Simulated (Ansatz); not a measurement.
`CC/C=C/CC` and `C=CCC` differ in one atom or group.

Ansatz, PBE0-D4/def2-TZVP geometries, multiplicity 1. Each molecule was computed in one conformer, which needn't be the lowest.

| property | `CC/C=C/CC` |
| --- | --- |
| size of the dipole moment (B3LYP/def2-TZVPP) / D | 0.03 |
| HOMO–LUMO gap (B3LYP/def2-TZVPP) / eV | 7.05 |
| size of the dipole moment (PBE/def2-TZVPP) / D | 0.03 |
| HOMO–LUMO gap (ωB97M-V/def2-TZVPP) / eV | 11.69 |
| HOMO energy (B3LYP/def2-TZVPP) / eV | -6.72 |
| HOMO energy (PBE/def2-TZVPP) / eV | -5.83 |

(1) Give the same properties after the change, and the shifts. (Estimate.)

Results:

(1) The calculation gave: 
```json
{"property": "size of the dipole moment (B3LYP/def2-TZVPP) / D", "`C=CCC`": "0.41", "shift": "0.38"}
{"property": "HOMO–LUMO gap (B3LYP/def2-TZVPP) / eV", "`C=CCC`": "7.29", "shift": "0.24"}
{"property": "size of the dipole moment (PBE/def2-TZVPP) / D", "`C=CCC`": "0.43", "shift": "0.40"}
{"property": "HOMO–LUMO gap (ωB97M-V/def2-TZVPP) / eV", "`C=CCC`": "12.07", "shift": "0.38"}
{"property": "HOMO energy (B3LYP/def2-TZVPP) / eV", "`C=CCC`": "-7.15", "shift": "-0.43"}
{"property": "HOMO energy (PBE/def2-TZVPP) / eV", "`C=CCC`": "-6.25", "shift": "-0.42"}
```

With PBE0 the HOMO falls by 0.45 eV and the LUMO falls by 0.19 eV, so the gap widens by about 0.26 eV. PBE moves the HOMO by -0.42 eV and ωB97M-V by -0.48 eV.

B3LYP here is the variant with VWN-RPA as its local correlation; programs differ in this.

Positive LUMOs are unbound, so they and the gaps depend on the basis.
